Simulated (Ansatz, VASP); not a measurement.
One calculation of Na, two programs

INCAR

```
SYSTEM = Na
PREC = Accurate ; ENCUT = 520
EDIFF = 1E-6 ; ISMEAR = 0
SIGMA = 0.15 ; LREAL = .False.
LASPH = .True. ; NELM = 100
ALGO = Normal ; ISIF = 2
LWAVE = .False. ; LCHARG = .False.
NBANDS = 10
```

KPOINTS

```
regular mesh
0
Gamma
  18 18 18
  0 0 0
```

File POSCAR:

```
Na
1.0
   -1.7258000000      1.7258000000      2.3387000000
    1.7258000000     -1.7258000000      2.3387000000
    1.7258000000      1.7258000000     -2.3387000000
Na
1
Direct
    0.0000000000      0.0000000000      0.0000000000
```

Input for Ansatz:

```yaml
crystal:
  lattice:
    - [-1.7258, 1.7258, 2.3387]
    - [1.7258, -1.7258, 2.3387]
    - [1.7258, 1.7258, -2.3387]
  atoms:
    - { symbol: Na, position: [0.0, 0.0, 0.0] }
basis:
  ecutwfc: 520.0
kpoints:
  mp_grid: { grid: [18, 18, 18] }
hamiltonian:
  xc: lda
  pseudopotentials: { kind: paw }
scf:
  occupations: { method: gaussian, width: 0.15 }
output:
  forces: true
  stress: true
  eigenvalues: true
```

Alike in both runs: task single point; functional LDA; k mesh 18 × 18 × 18; occupations gaussian, width 0.15 eV; no spin polarisation.

|  | VASP | Ansatz |
| --- | --- | --- |
| version | VASP 6.6.1 | Ansatz 0.2.0 |
| potentials or method | VASP PAW LDA potentials, release 64 (Na_pv) | scalar-relativistic, plane waves, PAW |
| plane-wave cutoff (eV) | 520 | 520 |
| valence electrons in the cell | 7 | 9 |

```csv
,VASP,Ansatz,Ansatz less VASP
gap on the k mesh at the Fermi level (eV),none,none,-
pressure (GPa),2.2,2.3,+0.06
```

A gap of «none» marks a metal or a gap that the smearing closes. The two sets of potentials don't hold the same shells in valence.
